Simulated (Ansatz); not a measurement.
# La (Im-3m) in Ansatz: relaxation of the atoms with LDA

Aim: the relaxation of the atoms of La with LDA.

All numbers are computed with Ansatz 0.2.0; they aren't measurements. Logs are shortened: lines on timing, memory, paths and dates and some standing lists are left out, and cuts for length are marked.

## (1) The cell of the first run

It takes space group Im-3m (No. 229, cubic). Conventional cell: a = 4.358 Å, b = 4.358 Å, c = 4.358 Å, α = 90.00°, β = 90.00°, γ = 90.00°. La (site symmetry m-3m) is surrounded by 8 La at 3.77 Å.

This isn't the form of La at room conditions, which is double hcp.

## (2) Relaxation of the atoms, LDA (volume scaled by 1.08)

input.yaml reads:

```yaml
crystal:
  lattice:
    - [4.35804006, 0.0, 0.0]
    - [0.0, 4.35804006, 0.0]
    - [0.0, 0.0, 4.35804006]
  atoms:
    - { symbol: La, position: [0.0, 0.0, 0.0] }
    - { symbol: La, position: [0.5, 0.5, 0.5] }
kpoints:
  mp_grid: { grid: [6, 6, 6] }
scf:
  occupations: { method: gaussian, width: 0.05 }
hamiltonian:
  xc: lda
  pseudopotentials: { kind: all_electron, lapw: { basis_error: 0.001 } }
output:
  forces: true
  stress: true
relax:
  f_tol: 0.005
  max_steps: 60
```

Potentials or basis: all-electron LAPW, scalar-relativistic.

Started as:

```
$ ansatz run input.yaml --threads 2 --pin off --max-ram 6144MiB --backend cpu --events-out ev --progress --plain --runs-dir out
```

Standard output:

```text
Warning: RAYON_NUM_THREADS=2 ignored (pool sized by the plan → 2); use --threads N
The last accepted step is kept in <dir> (removed where the run ends without a failure and the disk answers)
LAPW: plane waves up to 5.688 Å⁻¹, error target 1.0e-3 eV per atom; small_component_spin mean_spin; La in spheres of 1.830 Å, 27 of its electrons in bands, Dirac shells [] (how accurate: hamiltonian.pseudopotentials.lapw.basis_error, Limitations)
Engine: ansatz 0.2.0, x86_64-unknown-linux-gnu
Pseudopotentials: kind: all_electron
Pseudopotential: La, LAPW, valence charge 27, lapw/all_electron/scalar/gaussian/La, Koelling and Harmon's equation, gaussian nucleus
Functional definition: SPW92
  exchange = slater_x
  correlation = pw_c
Crystal: 2 atoms, lattice volume = 82.770 Å³
Basis set: ecut = 123.24597323016245 eV, 251 PW (Γ), exchange–correlation at level 2
Bands: 33, of which v1, the nominal top of the filled ones, is band 27 counted from 1 (26 counted from 0)
Symmetry: 96 space group operations
Space group: Im-3m (ITA 229), of the structure as read, at distance tolerance 4.4e-5 Å
k-points: 20 of 216
Non-local potential: La, projectors of the file, none
Initial density: superposition of atomic densities (chi_scale 0.1, normalization cell)
Initial wavefunctions: plane waves of lowest kinetic energy (no species holds an atomic orbital)
Functional: x = slater, c = lda
iter 1 solved again at ethr=2.06e-5 eV; its pass at ethr=1.00e-1 eV (dr2=1.11e-2 eV) is discarded
SCF iter   1: F=—  HF=-461868.287714 eV  |F-HF|=—  |Δ(HF+E_count)|=         —  Δρ=3.26e-3  dr2=1.10e-2  ethr=2.06e-5  ⟨swp⟩=5.2  Hψ=4648  notcnv=0
preconditioner: auto → Kerker (q_TF=auto, 2.541 Å⁻¹)  [metal: Δε(μ)=0.019 eV  Ē_g=12.204 eV  σ=0.050 eV  W_gap=0.21  n_scr=26 (ndim 8)  ℏωp=17.3 eV  f_vac=0.000  D(μ)=8.70/eV (n_scr^D=122)]
SCF iter   2: F=—  HF=-461868.286732 eV  |F-HF|=—  |Δ(HF+E_count)|=   9.82e-4  Δρ=2.32e-3  dr2=5.72e-3  ethr=2.04e-5  ⟨swp⟩=2.0  Hψ=2152  notcnv=0
SCF iter   3: F=—  HF=-461868.287469 eV  |F-HF|=—  |Δ(HF+E_count)|=   7.37e-4  Δρ=9.06e-4  dr2=1.06e-3  ethr=1.06e-5  ⟨swp⟩=2.0  Hψ=2148  notcnv=0
SCF iter   4: F=—  HF=-461868.287419 eV  |F-HF|=—  |Δ(HF+E_count)|=   4.96e-5  Δρ=2.92e-4  dr2=1.31e-4  ethr=1.96e-6  ⟨swp⟩=2.5  Hψ=2183  notcnv=0
SCF iter   5: F=—  HF=-461868.287342 eV  |F-HF|=—  |Δ(HF+E_count)|=   7.70e-5  Δρ=1.31e-4  dr2=2.44e-5  ethr=2.42e-7  ⟨swp⟩=2.5  Hψ=2166  notcnv=0
SCF iter   6: F=—  HF=-461868.287344 eV  |F-HF|=—  |Δ(HF+E_count)|=   1.39e-6  Δρ=5.78e-5  dr2=4.58e-6  ethr=4.53e-8  ⟨swp⟩=2.0  Hψ=2148  notcnv=0
iter 7 solved again at ethr=1.77e-10 eV; its pass at ethr=8.48e-9 eV (dr2=9.54e-8 eV) is discarded
SCF iter   7: F=-461868.287344 eV  HF=-461868.287344 eV  |F-HF|=3.47e-8  |Δ(HF+E_count)|=   4.38e-7  Δρ=9.21e-6  dr2=9.53e-8  ethr=1.77e-10  ⟨swp⟩=2.0  Hψ=3496  notcnv=0
SCF 1 converged in 7 iterations: F = -461868.287344 eV  dr2 = 9.53e-8
relax step   1: F+E_penalty+E_count = -461868.28734423 eV  Δ(F+E_penalty+E_count) = +0.000e0 eV  max|allowed force component| = 1.643e-31 eV/Å  Δτ_max = 0.0000 Å  (7 SCF iters, accepted)
SCF converged after 7 iterations
Free energy (F): -461868.287344 eV
Harris-Foulkes:  -461868.287344 eV  (|F-HF|=3.47e-8)
Internal energy: -461868.276420 eV  (E = F + TS)
E sigma→0 (E₀):  -461868.281882 eV
Entropy (-TS):   -0.010925 eV (-5.462 meV/atom)
Fermi energy:    12.193300 eV
--- Per-component energies (eV) ---
  E_band       = -3940.870740
  E_kinetic    = 493152.874786
  E_xc         = -10746.622466
  E_electrostatic = -944274.528740  (all electrons and nuclei)
  E_smearing   = -0.010925  (= −TS)
  E_closure    = 0.000000  (closes the sum)
  E_atoms      = -461857.783195  (free atoms, spherical and without spin; not in F)
  Σ components = -461868.287344   (vs F -461868.287344, Δ=0.00e0)
  Basis errors (estimates in eV, not in F): energy 2.2e-4 per atom: plane waves 2.0e-4 (1.1e-4 summed), levels above the bands 1.3e-274, relativity 8.0e-9, radial functions 1.5e-5, core shells 2.2e-7; eigenvalues (radial functions only) 5.6e-7; not estimated: angular momenta, meshes, grids; target (lapw.basis_error) 1.0e-3; muffin-tin radii La 1.830 Å
--- Forces (eV/Å), atoms counted from 1 ---
  atom   1  La     0.00000000    -0.00000000     0.00000000
  atom   2  La     0.00000000    -0.00000000     0.00000000
  max |Σ_I F_I| component: 2.65e-30 eV/Å
--- Stress (GPa, compression-positive) ---
       -5.017547       0.000000       0.000000
        0.000000      -5.017547      -0.000000
        0.000000      -0.000000      -5.017547
  P = ⅓ Tr σ = -5.0175 GPa (-50.175 kbar)
--- Relaxed structure (1 steps of the walk, 1 accepted, 0 SCFs on fresh bases) ---
  F+E_penalty+E_count = -461868.28734423 eV   max|allowed force component| = 1.643e-31 eV/Å
  atoms:
    - { symbol: La, position: [0.0, 0.0, 0.0] }
    - { symbol: La, position: [0.49999999999999994, 0.49999999999999994, 0.49999999999999994] }
```

Run time: 3 s. Hardware: 2 threads of Intel Xeon at 2.70GHz, shared host; peak memory 0.29 GiB.

What came out:

```
Free energy             : -461868.2873 eV
Pressure after relaxing : -5.0 GPa
```

Final structure:
```
CELL_PARAMETERS angstrom
4.35804 0.00000 0.00000
0.00000 4.35804 0.00000
0.00000 0.00000 4.35804
ATOMIC_POSITIONS crystal
La 0.00000 0.00000 0.00000
La 0.50000 0.50000 0.50000
```

Caveat: the k mesh is thin for a metal, which can move the energy by tens of meV per atom; the relaxation stopped at its first step, so nothing moved. The run has no spin-orbit coupling, so splittings on La are missing.
